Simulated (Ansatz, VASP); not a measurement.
**Mg in VASP and in Ansatz**

```
CELL_PARAMETERS angstrom
3.18776 0.00000 0.00000
-1.59388 2.76068 0.00000
0.00000 0.00000 5.17533
ATOMIC_POSITIONS crystal
Mg 0.66667 0.33333 0.75000
Mg 0.33333 0.66667 0.25000
```

Alike in both runs: task single point; functional r2SCAN; k mesh 10 × 10 × 5; occupations fermi-dirac, width 0.05 eV; no spin polarisation.

|  | VASP | Ansatz |
| --- | --- | --- |
| version | VASP 6.6.1 | Ansatz 0.2.0 |
| potentials or method | VASP PAW PBE potentials, release 64 (Mg) | Ansatz PAW |
| plane-wave cutoff (eV) | 520 | 500 |
| valence electrons in the cell | 4 | 20 |

```tsv
	VASP	Ansatz	Ansatz less VASP
gap on the k mesh at the Fermi level (eV)	none	none	-
pressure (GPa)	-0.6	-0.3	+0.27
largest component of the traceless stress (GPa)	0.57	0.56	-0.005
```

A gap of «none» marks a metal or a gap that the smearing closes. With one functional, cell and mesh, what is left measures potentials, basis and numerics. The two sets of potentials don't hold the same shells in valence.

Caveats: the PAW data sets were made with another functional, which shifts forces and pressure a little (VASP); the PAW data sets come from PBE, with cores solved anew for the run's functional, which leaves a small shift of forces and pressure (Ansatz).
